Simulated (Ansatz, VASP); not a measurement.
Two plane-wave programs on Al3Pt

```
Al Pt
1.0
     4.13600    0.00000    0.00000
    -2.06800    3.58188    0.00000
     0.00000    0.00000    5.02302
Al Pt
3 1
Direct
  0.33333 0.66667 0.31765
  0.66667 0.33333 0.68235
  0.00000 0.00000 0.00000
  0.00000 0.00000 0.50000
```

Alike in both runs: functional PBE; k mesh 12 × 12 × 10; occupations gaussian, width 0.1 eV; no spin polarisation.

Ansatz relaxed the structure, and its values are those at the end. VASP's run is a single point on that final structure, the one shown.

```csv
,VASP,Ansatz
version,VASP 6.6.1,Ansatz 0.2.0
potentials or method,"VASP PAW PBE potentials, release 64 (Al, Pt)","scalar-relativistic, plane waves, PAW"
plane-wave cutoff (eV),520,420
valence electrons in the cell,19,27
```

|  | VASP | Ansatz | Ansatz less VASP |
| --- | --- | --- | --- |
| gap on the k mesh at the Fermi level (eV) | none | none | - |
| pressure (GPa) | -0.1 | 0.0 | +0.14 |

A gap of «none» marks a metal or a gap that the smearing closes. The two sets of potentials don't hold the same shells in valence.

The runs have no spin-orbit coupling, so splittings on Pt are missing.
